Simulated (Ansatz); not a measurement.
Pb, DFT, PBEsol, all-electron LAPW, scalar-relativistic (Ansatz 0.2.0), run on 1 thread of Arm Neoverse V1 on a shared host.

The cell is the one relaxed in the Materials Project (mp-20483), not relaxed further here; entries there can be hypothetical.

Command: `ansatz run input.yaml --threads 1 --pin off --max-ram 2048MiB --backend cpu --events-out ev --progress --plain --runs-dir out`

```yaml
crystal:
  lattice:
    - [0.0, 2.4947547435, 2.4947547435]
    - [2.4947547435, 0.0, 2.4947547435]
    - [2.4947547435, 2.4947547435, 0.0]
  atoms:
    - { symbol: Pb, position: [0.0, 0.0, 0.0] }
kpoints:
  mp_grid: { grid: [13, 13, 13] }
  band_path:
    path:
      - [0.0, 0.0, 0.0]
      - [0.5, 0.0, 0.5]
      - [0.625, 0.25, 0.625]
      - [0.375, 0.375, 0.75]
      - [0.0, 0.0, 0.0]
      - [0.5, 0.5, 0.5]
      - [0.5, 0.25, 0.75]
      - [0.5, 0.0, 0.5]
    npoints: 5
scf:
  occupations: { method: fermi_dirac, width: 0.05 }
hamiltonian:
  xc: pbesol
  pseudopotentials: { kind: all_electron, lapw: { basis_error: 0.001 } }
output:
  forces: true
  stress: true
  eigenvalues: true
```

**Question.** How large is the problem that the program sets up?

**Answer.** 84 irreducible k-points, 137 plane waves at Γ, 22 bands.

**Question.** Estimate the wall time and the peak memory.

**Answer.** 9.2 s of wall time for 8 SCF iterations, with a peak of 0.27 GiB. Times on shared machines scatter by tens of per cent.

**Question.** And the same cell and mesh by PAW with the default files, asked for forces, stress, eigenvalues, efg, write_density, write_potential, elf and the same band path, on the same hardware?

**Answer.** 4.9 s, peak memory 0.36 GiB.
